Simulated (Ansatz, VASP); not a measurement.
# One calculation of Te2Mo, two programs

```
CELL_PARAMETERS angstrom
3.51820 0.00000 0.00000
-1.75910 3.04685 0.00000
0.00000 0.00000 13.97360
ATOMIC_POSITIONS crystal
Te 0.66667 0.33333 0.37900
Te 0.33333 0.66667 0.87900
Te 0.66667 0.33333 0.12100
Te 0.33333 0.66667 0.62100
Mo 0.66667 0.33333 0.75000
Mo 0.33333 0.66667 0.25000
```

Alike in both runs: task single point; functional HSE06; k mesh 5 × 5 × 1; occupations fermi-dirac, width 0.05 eV; no spin polarisation.

```csv
,VASP,Ansatz
version,VASP 6.6.1,Ansatz 0.2.0
potentials or method,"VASP PAW PBE potentials, release 64 (Te, Mo_sv)",Ansatz PAW
plane-wave cutoff (eV),520,420
valence electrons in the cell,52,92
```

VASP gave:

| Property | Result |
| --- | --- |
| gap on the k mesh at the Fermi level (eV) | 1.11 |
| least direct gap on the mesh (eV) | 1.79 |
| pressure (GPa) | -0.8 |
| largest component of the traceless stress (GPa) | 0.11 |
| rms of the force components (eV/Å) | 0.188 |

What did Ansatz give for the same quantities?

gap on the k mesh at the Fermi level (eV): 1.11; least direct gap on the mesh (eV): 1.79; pressure (GPa): -0.5; largest component of the traceless stress (GPa): 0.09; rms of the force components (eV/Å): 0.181.

Atom by atom the forces differ by 0.006 eV/Å (rms over components). The two sets of potentials don't hold the same shells in valence.

Caveats: the k mesh is coarse (spacing up to 0.45 Å⁻¹), so the values aren't converged, least of all with exact exchange; spin-orbit coupling is left out, which moves the levels of the heavy elements; this functional lacks dispersion, which binds the layers, so the pressure and a relaxed spacing across them are unreliable; the PAW data sets were made with another functional, which shifts forces and pressure a little (VASP); an odd mesh through Γ misses points on the zone boundary, where band edges often lie (VASP); odd divisions of the mesh miss points on the zone boundary, where band edges often lie, so the gap on the mesh can be too wide (Ansatz); the PAW data sets come from PBE, with cores solved anew for the run's functional, which leaves a small shift of forces and pressure (Ansatz).
